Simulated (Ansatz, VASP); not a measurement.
**Cross-check of In3Ga5O12 (Ga1.2In0.8O3, beta-Ga2O3 type) between VASP and Ansatz**

Aim: how closely do two programs agree when they are given the same cell, functional and k mesh? The cell is invented: As first built, before any earlier steps moved the atoms (in the runner's words): 1x2x1 conventional cells of the Ga2O3 type (40 atoms: 24 O, 10 Ga, 6 In); Ga/In share their sites, the best of 600 random draws by like-pair counts in two shells; start lattice of Ga2O3; atoms moved at random by 0.02 A. It may not be a known or stable phase. Of the first pair: The structure shown is the start of the Ansatz relaxation below; VASP solves that cell, so the two are compared at the walk's first step.

Program: Ansatz 0.2.0. Level of theory: plane waves, with VASP 6.6.1 beside it; single point at PBEsol. Results are calculated unless marked as measured.

## Step 1: The starting structure

The cell holds 40 atoms: 24 O, 10 Ga and 6 In. Its edges and angles: a = 12.214 Å, b = 6.074 Å, c = 5.798 Å, α = 90.0°, β = 103.8°, γ = 90.0°. It derives from Ga2O3 (Ga2O3 type, space group 12), repeated 1×2×1. As first built, before any earlier steps moved the atoms (in the runner's words): 1x2x1 conventional cells of the Ga2O3 type (40 atoms: 24 O, 10 Ga, 6 In); Ga/In share their sites, the best of 600 random draws by like-pair counts in two shells; start lattice of Ga2O3; atoms moved at random by 0.02 A.

## Step 2: Ansatz: relaxation, PBEsol

Ansatz runs on its default PAW (the set named soft_2) files.

The two programs are compared at the cell with which this relaxation starts, whose forces are those of its first step.

File input.yaml:

```yaml
crystal:
  lattice:
    - [12.214, 0.0, 0.0]
    - [0.0, 6.0742, 0.0]
    - [-1.38599, 0.0, 5.63001]
  atoms:
    - { symbol: O, position: [0.16004, 0.00199, 0.10891] }
    - { symbol: O, position: [0.33302, 0.25229, 0.89002] }
    - { symbol: O, position: [0.17781, 0.99269, 0.56035] }
    - { symbol: O, position: [0.32704, 0.24874, 0.43911] }
    - { symbol: O, position: [0.49739, 0.00158, 0.25684] }
    - { symbol: O, position: [0.00333, 0.2506, 0.74658] }
    - { symbol: O, position: [0.66538, 0.24309, 0.1158] }
    - { symbol: O, position: [0.83449, 0.00291, 0.88844] }
    - { symbol: O, position: [0.67568, 0.24893, 0.56852] }
    - { symbol: O, position: [0.82767, 0.99789, 0.42645] }
    - { symbol: O, position: [0.99687, 0.24676, 0.2601] }
    - { symbol: O, position: [0.50435, 0.99879, 0.74005] }
    - { symbol: O, position: [0.16351, 0.50485, 0.11324] }
    - { symbol: O, position: [0.33553, 0.75108, 0.89349] }
    - { symbol: O, position: [0.17368, 0.49407, 0.56912] }
    - { symbol: O, position: [0.32619, 0.748, 0.43692] }
    - { symbol: O, position: [0.49444, 0.49645, 0.25742] }
    - { symbol: O, position: [0.00312, 0.75144, 0.74487] }
    - { symbol: O, position: [0.6678, 0.74916, 0.11016] }
    - { symbol: O, position: [0.83483, 0.50397, 0.89199] }
    - { symbol: O, position: [0.67408, 0.75628, 0.56429] }
    - { symbol: O, position: [0.82648, 0.49574, 0.43066] }
    - { symbol: O, position: [0.99465, 0.75039, 0.25278] }
    - { symbol: O, position: [0.50234, 0.50256, 0.74145] }
    - { symbol: Ga, position: [0.08914, 0.99894, 0.79078] }
    - { symbol: Ga, position: [0.16054, 0.25478, 0.3178] }
    - { symbol: Ga, position: [0.34427, 0.99357, 0.68928] }
    - { symbol: Ga, position: [0.59007, 0.25463, 0.7924] }
    - { symbol: Ga, position: [0.91114, 0.00597, 0.20771] }
    - { symbol: Ga, position: [0.65917, 0.99962, 0.31607] }
    - { symbol: Ga, position: [0.84139, 0.24634, 0.68839] }
    - { symbol: Ga, position: [0.09378, 0.50151, 0.79866] }
    - { symbol: Ga, position: [0.16077, 0.75036, 0.31403] }
    - { symbol: Ga, position: [0.58953, 0.751, 0.79665] }
    - { symbol: In, position: [0.40854, 0.24928, 0.20941] }
    - { symbol: In, position: [0.40872, 0.75269, 0.20699] }
    - { symbol: In, position: [0.34124, 0.50319, 0.68844] }
    - { symbol: In, position: [0.90972, 0.50057, 0.20707] }
    - { symbol: In, position: [0.65992, 0.50169, 0.31682] }
    - { symbol: In, position: [0.84064, 0.7551, 0.6859] }
kpoints:
  mp_grid: { grid: [2, 3, 3], shift: [0.5, 0.0, 0.0] }
hamiltonian:
  xc: pbesol
scf:
  occupations: { method: fermi_dirac, width: 0.01 }
output:
  forces: true
  stress: true
relax:
  f_tol: 0.02
  max_steps: 45
  cell: { stress_tol: 0.1 }
```

Command:

```
> ansatz run input.yaml --threads 8 --pin off --max-ram 15360MiB --backend cpu --events-out ev --progress --plain --runs-dir out
```

Numbers of over 12 decimals in the logs are rounded to 6 here.

What it wrote:

```text
The last accepted step is kept in <dir> (removed where the run ends without a failure and the disk answers)
Engine: ansatz 0.2.0, x86_64-unknown-linux-gnu
Pseudopotentials: kind: paw
Pseudopotential: O, paw, valence charge 6, recommended cutoff 420 eV (normal), O.paw.azcp
Pseudopotential: Ga, paw, valence charge 13, recommended cutoff 420 eV (normal), Ga.paw.azcp
Pseudopotential: In, paw, valence charge 13, recommended cutoff 420 eV (normal), In.paw.azcp
Functional definition: PBEsol
  exchange = pbesol_x
  correlation = pbesol_c
Crystal: 40 atoms, lattice volume = 417.692 Å³
Basis set: ecut = 420 eV, 8175 PW (Γ), exchange–correlation on 180×90×80 points (8 copies of the dense FFT grid, shifted against one another)
Bands: 216, of which v1, the nominal top of the filled ones, is band 176 counted from 1 (175 counted from 0)
Symmetry: 1 space group operations
Space group: P1 (ITA 1), of the structure as read, at distance tolerance 7.5e-5 Å
k-points: 9 of 18 (time reversal used)
Non-local potential: O, projectors of the file, l = 0: 2, l = 1: 2, l = 2: 1
Non-local potential: Ga, projectors of the file, l = 0: 2, l = 1: 2, l = 2: 3, l = 3: 1
Non-local potential: In, projectors of the file, l = 0: 2, l = 1: 2, l = 2: 2, l = 3: 2
PAW form: soft (Blöchl's): semilocal exchange-correlation on the pseudo side does not see the compensation charge
PAW frozen core: O, regenerated for the run's functional, and the local potential with it (the file was generated under x = pbe(κ = 0.804, μ = 0.219515), c = pbe(β = 0.066725))
PAW frozen core: Ga, regenerated for the run's functional, and the local potential with it (the file was generated under x = pbe(κ = 0.804, μ = 0.219515), c = pbe(β = 0.066725))
PAW frozen core: In, regenerated for the run's functional, and the local potential with it (the file was generated under x = pbe(κ = 0.804, μ = 0.219515), c = pbe(β = 0.066725))
PAW one-centre angular grid: O, 110 points (default); XC on 64 Gauss nodes
PAW one-centre angular grid: Ga, 590 points (default); XC on 64 Gauss nodes
PAW one-centre angular grid: In, 590 points (default); XC on 64 Gauss nodes
Initial density: superposition of atomic densities (neutral atoms: chi_scale 0, normalization atom), corrected by the library's trained network
Initial wavefunctions: pseudopotential atomic-orbital guess
Functional: x = pbesol(κ = 0.804, μ = 0.123457), c = pbesol(β = 0.046)
SCF iter   1: F=—  HF=-84043.092503 eV  |F-HF|=—  |Δ(HF+E_count)|=         —  Δρ=1.69e-2  dr2=9.11e-1  ethr=1.77e-3  ⟨swp⟩=6.0  Hψ=7454  notcnv=0  defer=25
preconditioner: auto → Resta (q_TF=auto, 2.652 Å⁻¹)  ε∞=4.7  [insulator: Δε(μ)=2.313 eV  Ē_g=17.760 eV  σ=0.010 eV  W_gap=1.00  n_scr=140 (ndim 8)  ℏωp=34.1 eV  f_vac=0.007  D(μ)=0.00/eV (n_scr^D=0)  ε∞_Penn≈4.7]
SCF iter   2: F=—  HF=-84042.853487 eV  |F-HF|=—  |Δ(HF+E_count)|=   2.39e-1  Δρ=5.70e-3  dr2=1.26e-1  ethr=2.59e-4  ⟨swp⟩=2.0  Hψ=2519  notcnv=0  defer=303
SCF iter   3: F=—  HF=-84042.822157 eV  |F-HF|=—  |Δ(HF+E_count)|=   3.13e-2  Δρ=1.22e-3  dr2=3.73e-3  ethr=3.57e-5  ⟨swp⟩=2.1  Hψ=3235  notcnv=0  defer=303
SCF iter   4: F=—  HF=-84042.822187 eV  |F-HF|=—  |Δ(HF+E_count)|=   3.02e-5  Δρ=4.13e-4  dr2=7.09e-4  ethr=1.06e-6  ⟨swp⟩=2.0  Hψ=3066  notcnv=0  defer=303
SCF iter   5: F=—  HF=-84042.821785 eV  |F-HF|=—  |Δ(HF+E_count)|=   4.02e-4  Δρ=1.08e-4  dr2=6.68e-5  ethr=2.01e-7  ⟨swp⟩=2.0  Hψ=3051  notcnv=0  defer=303
SCF iter   6: F=—  HF=-84042.821543 eV  |F-HF|=—  |Δ(HF+E_count)|=   2.42e-4  Δρ=4.60e-5  dr2=8.79e-6  ethr=1.90e-8  ⟨swp⟩=2.0  Hψ=3240  notcnv=0  defer=303
SCF iter   7: F=—  HF=-84042.821543 eV  |F-HF|=—  |Δ(HF+E_count)|=   5.92e-7  Δρ=1.44e-5  dr2=8.54e-7  ethr=2.50e-9  ⟨swp⟩=2.0  Hψ=3035  notcnv=0  defer=303
SCF iter   8: F=—  HF=-84042.821542 eV  |F-HF|=—  |Δ(HF+E_count)|=   3.61e-7  Δρ=5.30e-6  dr2=1.57e-7  ethr=2.84e-11  ⟨swp⟩=4.0  Hψ=6676  notcnv=0
SCF iter   9: F=-84042.821542 eV  HF=-84042.821542 eV  |F-HF|=7.25e-9  |Δ(HF+E_count)|=   3.59e-8  Δρ=1.91e-6  dr2=1.95e-8  ethr=2.84e-11  ⟨swp⟩=4.0  Hψ=6273  notcnv=0
SCF 1 converged in 9 iterations: F = -84042.821542 eV  dr2 = 1.95e-8
  greatest PAW one-centre occupation: 0.998 electrons in one spin orbital (limit 2), on the Ga atom at site 32 (counted from 0), in its partial waves of l = 2
relax step   1: F+E_penalty+E_count = -84042.82154239 eV  Δ(F+E_penalty+E_count) = +0.000e0 eV  max|allowed force component| = 5.938e0 eV/Å  Δτ_max = 0.0000 Å  P = +35.192 GPa  Ω = 417.692 Å³  (9 SCF iters, dr2 threshold 1.00e-7 eV, accepted)
Crystal: 40 atoms, lattice volume = 459.857 Å³
Basis set: ecut = 420 eV, 9003 PW (Γ), exchange–correlation on 180×90×80 points (8 copies of the dense FFT grid, shifted against one another)
Initial density: handed on by an earlier stage of this run
Initial wavefunctions: those handed on with the density
[...]
iter 1 solved again at ethr=6.16e-8 eV; its pass at ethr=3.10e-3 eV (dr2=2.17e-4 eV) is discarded
SCF iter   1: F=—  HF=-84053.134546 eV  |F-HF|=—  |Δ(HF+E_count)|=         —  Δρ=2.39e-4  dr2=9.29e-6  ethr=6.16e-8  ⟨swp⟩=4.3  Hψ=13154  notcnv=0
SCF iter   2: F=—  HF=-84053.135308 eV  |F-HF|=—  |Δ(HF+E_count)|=   7.62e-4  Δρ=1.20e-4  dr2=2.64e-6  ethr=2.64e-9  ⟨swp⟩=2.0  Hψ=2571  notcnv=0
[...]
SCF converged after 5 iterations
Free energy (F): -84053.135619 eV
Harris-Foulkes:  -84053.135619 eV  (|F-HF|=1.44e-8)
Internal energy: -84053.135619 eV  (E = F + TS)
E sigma→0 (E₀):  -84053.135619 eV
Fermi energy:    8.767568 eV
--- Per-component energies (eV) ---
  E_band       = -406.162553
  E_kinetic    = 6826.769181
  E_local      = -32827.284395  (includes V_loc(G=0)·N_el)
  E_nonlocal   = 7735.519865
  E_hartree    = 14121.148952
  E_xc         = -3685.205749
  E_vxc        = -3392.192790  (∫ρ·V_xc dr)
  E_paw        = -47781.225174  (= ΣΔE_a)
  E_vpaw       = -6991.326876  (= ΣTr[D̂ρ^β])
  E_aug_tail   = 0.057576  (compensation charges beyond the density's cutoff)
  E_ewald      = -28453.807977
  E_core_change = 10.892103  (= ΣΔE_core)
  E_smearing   = -0.000000  (= −TS)
  E_closure    = -0.000000  (closes the sum)
  Σ components = -84053.135619   (vs F -84053.135619, Δ=0.00e0)
--- Forces (eV/Å), atoms counted from 1 ---
  atom   1  O      0.00119154    -0.00068254     0.00376271
  atom   2  O      0.00015697    -0.00285379    -0.00138692
  atom   3  O     -0.00474043     0.00117500     0.00014525
  atom   4  O     -0.00208753     0.00016404    -0.00195940
  atom   5  O     -0.00069230     0.00014316     0.00187624
  atom   6  O      0.00327251    -0.00001989    -0.00058731
  atom   7  O     -0.00033410     0.00098532     0.00416326
  atom   8  O     -0.00335878     0.00094006    -0.00203145
  atom   9  O      0.00000631     0.00013746    -0.00280323
  atom  10  O     -0.00244815    -0.00196526    -0.00098289
  atom  11  O     -0.00622292    -0.00497150     0.00192170
  atom  12  O      0.00476640     0.00041931     0.00232468
  atom  13  O      0.00433265    -0.00042051     0.00136169
  atom  14  O     -0.00019665     0.00211183    -0.00188753
  atom  15  O     -0.00097497     0.00009422     0.00207937
  atom  16  O      0.00073880    -0.00047691    -0.00105146
  atom  17  O      0.00413244    -0.00083057    -0.00410122
  atom  18  O      0.00120396     0.00060625    -0.00179018
  atom  19  O     -0.00097108    -0.00102829     0.00446875
  atom  20  O      0.00137373    -0.00025455    -0.00350366
  atom  21  O      0.00346506     0.00192133    -0.00267314
  atom  22  O      0.00040051     0.00222626    -0.00188881
  atom  23  O     -0.00534047     0.00180582     0.00151340
  atom  24  O      0.00494754    -0.00101145     0.00468132
[...]
atom  33  Ga    -0.00009140    -0.00157799    -0.00413969
  atom  34  Ga    -0.00517188    -0.00273013     0.00245950
  atom  35  In    -0.00085499     0.00129266     0.00113525
  atom  36  In    -0.00154385    -0.00052691    -0.00127883
  atom  37  In    -0.00299321     0.00210425    -0.00074823
  atom  38  In     0.00224914     0.00258031    -0.00179110
  atom  39  In    -0.00122790     0.00020006    -0.00023715
  atom  40  In    -0.00090063    -0.00589060     0.00001060
  max |Σ_I F_I| component: 7.75e-7 eV/Å
--- Stress (GPa, compression-positive) ---
        0.044993      -0.004668      -0.002648
       -0.004668       0.018432      -0.000263
       -0.002648      -0.000263       0.008280
  P = ⅓ Tr σ = 0.0239 GPa (0.239 kbar)
--- Relaxed structure (9 steps of the walk, 9 accepted, 2 SCFs on fresh bases) ---
  F+E_penalty+E_count = -84053.13561888 eV   max|allowed force component| = 8.951e-3 eV/Å   (the final SCF, on the basis selected at the relaxed cell)
  cell:  # Å, volume = 470.4326 Å³
    - [12.615745, 0.00485181, 0.118498]
    - [0.00241288, 6.367876, 0.00170534]
    - [-1.376957, 0.00103007, 5.842917]
  atoms:
    - { symbol: O, position: [0.164789, 0.000941345, 0.105793] }
    - { symbol: O, position: [0.321155, 0.235365, 0.861542] }
    - { symbol: O, position: [0.168976, 1.000436, 0.557273] }
    - { symbol: O, position: [0.316679, 0.233582, 0.426270] }
    - { symbol: O, position: [0.510816, -0.000209317, 0.284926] }
    - { symbol: O, position: [0.00837611, 0.250596, 0.756094] }
    - { symbol: O, position: [0.660926, 0.232888, 0.103860] }
    - { symbol: O, position: [0.843321, 0.019772, 0.904738] }
    - { symbol: O, position: [0.678015, 0.233261, 0.577132] }
    - { symbol: O, position: [0.827495, 1.011316, 0.431336] }
    - { symbol: O, position: [1.005351, 0.227663, 0.271087] }
    - { symbol: O, position: [0.499729, 1.001625, 0.754199] }
    - { symbol: O, position: [0.158298, 0.499359, 0.110361] }
    - { symbol: O, position: [0.323997, 0.765090, 0.862259] }
    - { symbol: O, position: [0.161385, 0.499590, 0.544962] }
    - { symbol: O, position: [0.314563, 0.766306, 0.426115] }
    - { symbol: O, position: [0.493179, 0.499899, 0.298962] }
    - { symbol: O, position: [0.017808, 0.750515, 0.759194] }
    - { symbol: O, position: [0.666195, 0.767315, 0.103235] }
    - { symbol: O, position: [0.829352, 0.483030, 0.889001] }
    - { symbol: O, position: [0.670261, 0.765668, 0.569163] }
    - { symbol: O, position: [0.832049, 0.484299, 0.458233] }
    - { symbol: O, position: [0.999220, 0.772035, 0.259318] }
    - { symbol: O, position: [0.516584, 0.499565, 0.779578] }
    - { symbol: Ga, position: [0.094435, 1.004111, 0.797661] }
    - { symbol: Ga, position: [0.157394, 0.243720, 0.309637] }
    - { symbol: Ga, position: [0.332244, 1.000195, 0.663877] }
    - { symbol: Ga, position: [0.592805, 0.240621, 0.796917] }
    - { symbol: Ga, position: [0.912107, 0.00610833, 0.208503] }
    - { symbol: Ga, position: [0.664542, 1.001687, 0.318249] }
    - { symbol: Ga, position: [0.844591, 0.250185, 0.693451] }
    - { symbol: Ga, position: [0.093769, 0.496719, 0.796140] }
    - { symbol: Ga, position: [0.154277, 0.757554, 0.308528] }
    - { symbol: Ga, position: [0.589802, 0.760127, 0.798767] }
    - { symbol: In, position: [0.408718, 0.240911, 0.181275] }
    - { symbol: In, position: [0.407685, 0.759414, 0.184995] }
    - { symbol: In, position: [0.340881, 0.500026, 0.659590] }
    - { symbol: In, position: [0.920486, 0.495198, 0.209548] }
    - { symbol: In, position: [0.660178, 0.498759, 0.317411] }
    - { symbol: In, position: [0.845866, 0.754246, 0.694781] }
```

Reading the cycles: dr2 is the Hartree energy of the density residual (eV), the measure of convergence; HF is the Harris–Foulkes estimate of the energy, which meets the free energy F at convergence.

(Part 1 of 2 ends here.)

[Lines on the potential files, build, host, timing and source positions are cut from VASP's logs without a mark.]

[Logs are printed without paths, hosts, clocks, repeated set-up lines and the standing remarks that a program may print on its own settings, such as how far it seeks lower states.]

[Hosts, paths, dates, database ids (printed as entryN), source tags and the programs' standing remarks are cut or masked in the printed files.]
